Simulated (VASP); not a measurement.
Something may be wrong with this VASP 6.6.1 calculation of MnO.

File run.py:

```python
from ase.calculators.vasp import Vasp
from ase.dft.dos import DOS
from ase.io import read

atoms = read('MnO.xyz')
atoms.set_initial_magnetic_moments([4.0, -2.0, 0.0, 0.0])
calc = Vasp(
    directory='calc',
    xc='pbe',
    pp='PBE',
    setups='recommended',
    prec='Accurate',
    encut=520,
    ediff=1e-06,
    ismear=0,
    sigma=0.01,
    lreal=False,
    lasph=True,
    nelm=56,
    algo='Normal',
    isif=2,
    lwave=False,
    lcharg=False,
    ispin=2,
    lorbit=11,
    lmaxmix=4,
    ivdw=12,
    icharg=11,
    kpts=[9, 9, 5],
    gamma=True,
)
atoms.calc = calc

print('energy (eV):', atoms.get_potential_energy())
print('free energy (eV):', atoms.get_potential_energy(force_consistent=True))
print('forces (eV/A):')
print(atoms.get_forces())
print('stress (eV/A^3, Voigt):', atoms.get_stress())
print('Fermi level (eV):', calc.get_fermi_level())
print('moment (muB):', atoms.get_magnetic_moment())
print('site moments (muB):', atoms.get_magnetic_moments())
dos = DOS(calc, width=0.1, window=(-10, 10), npts=301)
print('E - E_F (eV), DOS (1/eV)')
for e, g in zip(dos.get_energies(), dos.get_dos()):
    print(f'{e:8.3f} {g:10.4f}')
```

File MnO.xyz:

```xyz
4
Lattice="3.3642600000 0.0193280000 0.0114910000 -1.6653910000 2.8703850000 -0.0267120000 0.0183550000 -0.0386700000 5.4727680000" Properties=species:S:1:pos:R:3 pbc="T T T"
Mn     1.6970883376      0.9499215100      2.7951222039
Mn     0.0113605040      1.9196088436      0.0460038706
O      1.7037789187      0.9358259083      4.7900008676
O      0.0180510850      1.9055132419      2.0408825343
```

Potentials or basis: VASP PAW PBE potentials, release 64 (Mn_pv, O).

Launch:

```bash
$ python run.py
```

Output:

```text
Traceback (most recent call last):
  ...
ase.calculators.calculator.CalculationFailed: vasp in <dir> returned an error: 1 stderr is in vasp.out
```

OUTCAR:

```text
ENCUT = 520.000000
[... 217 lines left out ...]
  energy-cutoff  :      520.00
  volume of cell :       53.02
 maximum number of plane-waves:      1446
 NGX is ok and might be reduce to    28
```

Among its messages:

```text
ERROR: charge density could not be read from file CHGCAR for ICHARG>10 ---->  I REFUSE TO CONTINUE WITH THIS SICK JOB ... BYE!!! <----
```

Task: What happened, and what is wrong with the input?

Result: The program refused the input. The input holds a flaw that was put in on purpose: density file missing or never updated (ICHARG = 11).
